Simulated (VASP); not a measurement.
## PbS: single point with LDA

The system is PbS.

```
Pb S
1.0
     4.99709    0.00000    0.00000
    -2.49854    4.32761    0.00000
     0.00000    0.00000    5.99707
Pb S
2 2
Direct
  0.33333 0.66667 0.25000
  0.66667 0.33333 0.75000
  0.66667 0.33333 0.25000
  0.33333 0.66667 0.75000
```

The cell was built by a generator and needn't be a form met in nature.

```
Program             : VASP 6.6.1
Task                : single point
Functional          : LDA
Potentials or basis : VASP PAW LDA potentials, release 64 (Pb_d, S)
Cutoff              : 520 eV
k mesh              : 6 × 6 × 4
Occupations         : gaussian, width 0.01 eV
Spin                : no spin polarisation
```

```yaml
Pressure: -2.7 GPa
Band_gap_on_the_k_mesh: 1.26 eV, direct
```

Stress tensor (GPa, compression positive):
```
-2.60  0.00  0.00
 0.00 -2.60  0.00
 0.00  0.00 -2.82
```

Levels at points of the mesh, in eV from the valence-band top:
```
           k point  band 16  band 17  band 18  band 19  band 20  band 21  band 22  band 23  band 24  band 25
(0.00, 0.00, 0.00)    -3.05    -3.05    -1.90    -1.87    -1.87     1.88     1.88     3.27     3.27     4.75
(0.50, 0.00, 0.00)    -3.72    -2.88    -2.26    -2.15    -0.73     2.85     2.96     4.03     4.32     5.00
(0.00, 0.00, 0.50)    -2.46    -2.46    -2.46    -1.33    -1.33     2.20     2.20     2.20     2.20     2.43
(0.50, 0.00, 0.50)    -3.05    -1.90    -1.90    -0.66    -0.66     1.47     1.47     2.97     2.97     4.23
```

Run time: 72 s on 1 thread of Intel(R) Xeon(R) Platinum 8488C (Sapphire Rapids), with other jobs on the host, peak memory 0.24 GiB.

Caveat: spin-orbit coupling is left out, which as a rule narrows the gap of such compounds by several tenths of an eV. A k mesh can miss the band edges.
